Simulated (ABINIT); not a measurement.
Here is an ABINIT 10.8.3 (patched build) calculation.

run.abi

```
# Pseudopotentials
pp_dirpath "./"
pseudos "In.GGA_PBE-JTH.xml"

# Structure
acell 6.3814283277 6.3814283277 6.3814283277
rprim
    -0.4813488401     0.4813488401     0.7325343598
     0.4813488401    -0.4813488401     0.7325343598
     0.4813488401     0.4813488401    -0.7325343598
ntypat 1
znucl 49
natom 1
typat 1
xred
     0.0000000000     0.0000000000     0.0000000000

# Plane-wave basis
ecut 16.0
pawecutdg 32.0
pawxcdev 0

# k points
kptopt 1
ngkpt 8 8 8
nshiftk 1
shiftk 0.0 0.0 0.0

# Exchange and correlation
ixc -116133

# Bands and occupations
nband 11
occopt 3
tsmear 0.00183747

# SCF cycle
nstep 100
tolvrs 1.0e-9

# Output
iomode 3
prtwf 0
prtden 0
prteig 0
prtebands 0
enunit 2
```

Potentials or basis: JTH PAW PBE v2.0.

Launch:

```bash
$ abinit run.abi > log 2>&1
```

**Question.** What does it give for the band gap on the k mesh?

**Answer.** None (metal or under the smearing width).
